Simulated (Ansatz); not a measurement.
**BaTe: frozen-core PAW against all-electron methods**

```
Ba Te
1.0
     0.00000    3.41000    3.41000
     3.41000    0.00000    3.41000
     3.41000    3.41000    0.00000
Ba Te
1 1
Direct
  0.00000 0.00000 0.00000
  0.50000 0.50000 0.50000
```

Atom numbers follow the list: Ba1, Te2.

The cell is COD entry 1010423, as deposited and not checked against the literature; nothing was relaxed. It is an old determination, and later ones may differ.

Spin–orbit coupling is left out, though it moves levels of the heavy atoms by tenths of an eV or more.

Methods: DFT, PBEsol, PAW with Ansatz's default frozen-core files, scalar-relativistic (Ansatz 0.2.0); DFT, PBEsol, all-electron PAW with datasets made for the crystal, scalar-relativistic (Ansatz 0.2.0); DFT, PBEsol, all-electron LAPW, scalar-relativistic (Ansatz 0.2.0).

For PAW: a Γ-centred 10×10×10 k mesh, Fermi–Dirac smearing of 0.05 eV, cutoff 420 eV, no spin polarisation; the PAW files were made with PBE, and the program remakes their frozen cores for this functional. The crystal-made all-electron datasets (AE datasets) take a cutoff of 240 eV at this cell. LAPW targets a basis error of 0.25 meV/atom. The Ansatz runs share mesh, smearing and spin set-up. Plane-wave (PAW) pressures include the program's estimate of the Pulay term.

Stress and pressure are positive in compression.

Levels count from the top of the valence band.

```csv
quantity,PAW,AE datasets,LAPW
pressure (GPa),1.91,1.91,1.91
band gap (eV),1.340,1.339,1.339
highest filled level at L (eV),-1.233,-1.233,-1.233
lowest empty level at L (eV),4.121,4.120,4.120
highest filled level at K (eV),-0.804,-0.804,-0.804
lowest empty level at K (eV),2.476,2.476,2.476
highest filled level at U (eV),-0.804,-0.804,-0.804
lowest empty level at U (eV),2.476,2.476,2.476
```

PAW's pressure differs from the LAPW value by about 0.01 GPa or less.
